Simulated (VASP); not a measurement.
**Ca: single point with revPBE**

The system is Ca.

```
Ca
1.0
     0.00000    4.42580    4.42580
     4.42580    0.00000    4.42580
     4.42580    4.42580    0.00000
Ca
2
Direct
  0.12500 0.12500 0.12500
  0.87500 0.87500 0.87500
```

This isn't the form of Ca at room conditions, which is fcc.

```yaml
Program: VASP 6.6.1
Task: single point
Functional: revPBE
Potentials_or_basis: VASP PAW PBE potentials, release 64 (Ca_sv)
Cutoff: 520 eV
k_mesh: 7 × 7 × 7
Occupations: fermi-dirac, width 0.1 eV
Spin: no spin polarisation
Dipole_correction: no
Further_INCAR_settings: ALGO = Normal; EDIFF = 1e-07; NBANDS = 17
```

```
Pressure               : -0.1 GPa
Band gap on the k mesh : none (metal or under the smearing width)
```

Levels at points of the mesh, in eV from the Fermi level:
| k point | band 6 | band 7 | band 8 | band 9 | band 10 | band 11 | band 12 | band 13 | band 14 | band 15 |
| --- | --- | --- | --- | --- | --- | --- | --- | --- | --- | --- |
| (0.00, 0.00, 0.00) | -24.26 | -24.26 | -24.26 | -2.87 | 0.61 | 0.61 | 0.61 | 0.88 | 0.88 | 1.35 |

Wall time 88 s on 1 thread of Intel(R) Xeon(R) Platinum 8488C (Sapphire Rapids), with other jobs on the host, peak memory 0.31 GiB.

Caveat: the PAW data sets were made with another functional, which shifts forces and pressure a little.
